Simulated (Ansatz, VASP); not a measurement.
## MgO: VASP beside Ansatz

Contents of INCAR:

```
PREC = Accurate
ENCUT = 520
EDIFF = 1E-7
ISMEAR = 0
SIGMA = 0.02
LREAL = F
LASPH = T
NELM = 100
ALGO = Normal
ISIF = 2
LWAVE = F
LCHARG = F
GGA = PS
NBANDS = 11
```

Contents of KPOINTS:

```
Automatic mesh
0
Gamma
  10 10 10
```

File POSCAR:

```
MgO
1.0
    0.0000000000      2.0641147567      2.0641147567
    2.0641147567      0.0000000000      2.0641147567
    2.0641147567      2.0641147567      0.0000000000
Mg O
1 1
Direct
    0.0000000000      0.0000000000      0.0000000000
    0.5000000000      0.5000000000      0.5000000000
```

Input for Ansatz:

```yaml
crystal:
  lattice:
    - [0.0, 2.0641147567, 2.0641147567]
    - [2.0641147567, 0.0, 2.0641147567]
    - [2.0641147567, 2.0641147567, 0.0]
  atoms:
    - { symbol: Mg, position: [0.0, 0.0, 0.0] }
    - { symbol: O, position: [0.5, 0.5, 0.5] }
basis:
  ecutwfc: 420
kpoints:
  mp_grid: { grid: [10, 10, 10] }
hamiltonian:
  xc: pbesol
scf:
  occupations: { method: gaussian, width: 0.02 }
output:
  forces: true
  stress: true
  eigenvalues: true
```

Alike in both runs: task single point; functional PBEsol; k mesh 10 × 10 × 10; occupations gaussian, width 0.02 eV; no spin polarisation.

|  | VASP | Ansatz |
| --- | --- | --- |
| version | VASP 6.6.1 | Ansatz 0.2.0 |
| potentials or method | VASP PAW PBE potentials, release 64 (Mg, O) | scalar-relativistic, plane waves, PAW |
| plane-wave cutoff (eV) | 520 | 420 |
| valence electrons in the cell | 8 | 16 |

Ansatz gave:

| Quantity | Value |
| --- | --- |
| gap on the k mesh at the Fermi level (eV) | 5.24 |
| least direct gap on the mesh (eV) | 5.24 |
| pressure (GPa) | 11.0 |

Problem. Which values does VASP return?

Solution. gap on the k mesh at the Fermi level (eV): 5.24; least direct gap on the mesh (eV): 5.24; pressure (GPa): 10.7.

The two sets of potentials don't hold the same shells in valence.

Caveats: the PAW data sets were made with another functional, which shifts forces and pressure a little (VASP).
